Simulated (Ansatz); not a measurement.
Input, command and steps of an Ansatz relaxation.

```yaml
crystal:
  lattice:
    - [2.4853181887, 1.4348991253, 4.4990163334]
    - [-2.4853181887, 1.4348991253, 4.4990163334]
    - [0.0, -2.8697982505, 4.4990163334]
  atoms:
    - { symbol: Li, position: [0.2837961158, 0.2837961158, 0.2837961158] }
    - { symbol: Li, position: [0.7837961158, 0.7837961158, 0.7837961158] }
    - { symbol: Nb, position: [-0.0003402551, -0.0003402551, -0.0003402551] }
    - { symbol: Nb, position: [0.4996597449, 0.4996597449, 0.4996597449] }
    - { symbol: O, position: [0.098560213, 0.3744896419, 0.7153092843] }
    - { symbol: O, position: [0.7153092843, 0.098560213, 0.3744896419] }
    - { symbol: O, position: [0.3744896419, 0.7153092843, 0.098560213] }
    - { symbol: O, position: [0.2153092843, 0.8744896419, 0.598560213] }
    - { symbol: O, position: [0.8744896419, 0.598560213, 0.2153092843] }
    - { symbol: O, position: [0.598560213, 0.2153092843, 0.8744896419] }
basis:
  ecutwfc: 500
kpoints:
  mp_grid: { grid: [6, 6, 6] }
hamiltonian:
  xc: r2scan
scf:
  occupations: { method: gaussian, width: 0.02 }
output:
  forces: true
  stress: true
  eigenvalues: true
relax:
  adjacent_minimum: "off"
  f_tol: 0.01
  max_steps: 30
  cell: { stress_tol: 0.1, fix: [volume] }
```

```bash
ansatz run input.yaml --threads 2 --pin off --max-ram 5120MiB --backend cpu --events-out ev --progress --plain --runs-dir out
```

Level of theory: DFT r2SCAN, scalar-relativistic, plane waves, PAW in Ansatz 0.2.0.

The volume is held at 0.91 times that of the relaxed cell.

Of 5 frames 4 are shown, positions in Å and forces in eV/Å; the SCF threshold varies from step to step. Steps run on the plane waves of an earlier cell, with a Pulay correction in the pressure. The basis is chosen afresh for the last frame, the zero of the energies, and at times for earlier ones too; energy and pressure step there, also at an unchanged geometry.

```xyz
10
Lattice="2.4853 1.4349 4.4990 -2.4853 1.4349 4.4990 0.0000 -2.8698 4.4990" Properties=species:S:1:pos:R:3:forces:R:3 pbc="T T T" step=1 free_energy_over_end_meV_per_atom=3.57 pressure_GPa=17.47
Li    0.0000    0.0000    3.8304    0.0000    0.0000    0.0120
Li    0.0000    0.0000   10.5789    0.0000    0.0000    0.0120
Nb    0.0000    0.0000   -0.0046    0.0000    0.0000   -0.2480
Nb    0.0000    0.0000    6.7439    0.0000    0.0000   -0.2480
O    -0.6858   -1.3740    5.3464   -0.3407    0.3083    0.0787
O     1.5328    0.0931    5.3464   -0.0967   -0.4493    0.0787
O    -0.8470    1.2809    5.3464    0.4374    0.1409    0.0787
O    -1.6383   -0.1540    7.5960   -0.4374    0.1409    0.0787
O     0.6858    1.4958    7.5960    0.3407    0.3083    0.0787
O     0.9525   -1.3418    7.5960    0.0967   -0.4493    0.0787
10
Lattice="2.4879 1.4364 4.4896 -2.4879 1.4364 4.4896 0.0000 -2.8728 4.4896" Properties=species:S:1:pos:R:3:forces:R:3 pbc="T T T" step=2 free_energy_over_end_meV_per_atom=0.38 pressure_GPa=14.85
Li    0.0000    0.0000    3.8313    0.0000    0.0000    0.0073
Li    0.0000    0.0000   10.5657    0.0000    0.0000    0.0073
Nb    0.0000    0.0000   -0.0021    0.0000    0.0000   -0.0838
Nb    0.0000    0.0000    6.7323    0.0000    0.0000   -0.0838
O    -0.7052   -1.3684    5.3315   -0.0968    0.0979    0.0255
O     1.5377    0.0735    5.3315   -0.0363   -0.1328    0.0255
O    -0.8325    1.2949    5.3315    0.1332    0.0349    0.0255
O    -1.6554   -0.1415    7.5763   -0.1332    0.0349    0.0255
O     0.7052    1.5044    7.5763    0.0968    0.0979    0.0255
O     0.9502   -1.3629    7.5763    0.0363   -0.1328    0.0255
10
Lattice="2.4826 1.4333 4.5088 -2.4826 1.4333 4.5088 0.0000 -2.8667 4.5088" Properties=species:S:1:pos:R:3:forces:R:3 pbc="T T T" step=3 free_energy_over_end_meV_per_atom=0.02 pressure_GPa=13.74
Li    0.0000    0.0000    3.8545    0.0000    0.0000    0.0158
Li    0.0000    0.0000   10.6178    0.0000    0.0000    0.0158
Nb    0.0000    0.0000   -0.0028    0.0000    0.0000   -0.0095
Nb    0.0000    0.0000    6.7605    0.0000    0.0000   -0.0095
O    -0.7119   -1.3606    5.3523   -0.0034   -0.0233   -0.0021
O     1.5343    0.0638    5.3523    0.0219    0.0087   -0.0021
O    -0.8224    1.2968    5.3523   -0.0185    0.0146   -0.0021
O    -1.6602   -0.1365    7.6067    0.0185    0.0146   -0.0021
O     0.7119    1.5060    7.6067    0.0034   -0.0233   -0.0021
O     0.9483   -1.3695    7.6067   -0.0219    0.0087   -0.0021
10
Lattice="2.4843 1.4343 4.5028 -2.4843 1.4343 4.5028 0.0000 -2.8686 4.5028" Properties=species:S:1:pos:R:3:forces:R:3 pbc="T T T" step=5 free_energy_over_end_meV_per_atom=0.00 pressure_GPa=13.71
Li    0.0000    0.0000    3.8510    0.0000    0.0000    0.0022
Li    0.0000    0.0000   10.6052    0.0000    0.0000    0.0022
Nb    0.0000    0.0000   -0.0040    0.0000    0.0000   -0.0042
Nb    0.0000    0.0000    6.7501    0.0000    0.0000   -0.0042
O    -0.7134   -1.3634    5.3449    0.0082    0.0038    0.0007
O     1.5375    0.0638    5.3449   -0.0074    0.0052    0.0007
O    -0.8240    1.2996    5.3449   -0.0008   -0.0090    0.0007
O    -1.6603   -0.1347    7.5963    0.0008   -0.0090    0.0007
O     0.7134    1.5052    7.5963   -0.0082    0.0038    0.0007
O     0.9468   -1.3705    7.5963    0.0074    0.0052    0.0007
```

The run took 33 s on 2 threads of Intel(R) Xeon(R) 6975P-C (Granite Rapids) (shared host), peak memory 0.69 GiB.